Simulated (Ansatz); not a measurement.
A run of Ansatz 0.2.0 is set up as follows.

Contents of input.yaml:

```yaml
crystal:
  lattice:
    - [2.8270770242, 0.0, 0.0]
    - [-1.4135385121, 2.4483205214, 0.0]
    - [0.0, 0.0, 28.778989605]
  atoms:
    - { symbol: Al, position: [0.33333333, 0.66666666, 0.2606067865] }
    - { symbol: Al, position: [0.0, 0.0, 0.3404045243] }
    - { symbol: Al, position: [0.66666667, 0.33333334, 0.4202022622] }
    - { symbol: Al, position: [0.0, 0.0, 0.5] }
    - { symbol: Al, position: [0.33333333, 0.66666666, 0.5797977378] }
    - { symbol: Al, position: [0.0, 0.0, 0.6595954757] }
    - { symbol: Al, position: [0.66666667, 0.33333334, 0.7393932135] }
hamiltonian:
  xc: pbe
  pseudopotentials: { kind: paw }
kpoints:
  mp_grid: { grid: [11, 11, 1] }
scf:
  occupations: { method: fermi_dirac, width: 0.05 }
output:
  forces: true
  eigenvalues: true
efield:
  axis: 3
  dipole_correction: true
  ramp_width: 0.04
```

Potentials or basis: Ansatz PAW.

Launch:

```bash
$ ansatz run input.yaml --threads 4 --pin off --max-ram 11264MiB --backend cpu --events-out ev --progress --plain --runs-dir out
```

Problem. Estimate the dipole across the slab.

Solution. 0.000 e·Å.

Problem. Estimate the largest force.

Solution. 0.163 eV/Å.

Forces on the atoms (eV/Å):
```
Al   0.000  0.000 -0.163
Al   0.000  0.000 -0.022
Al   0.000  0.000 -0.003
Al   0.000  0.000  0.000
Al   0.000  0.000  0.003
Al   0.000  0.000  0.022
Al   0.000  0.000  0.163
```
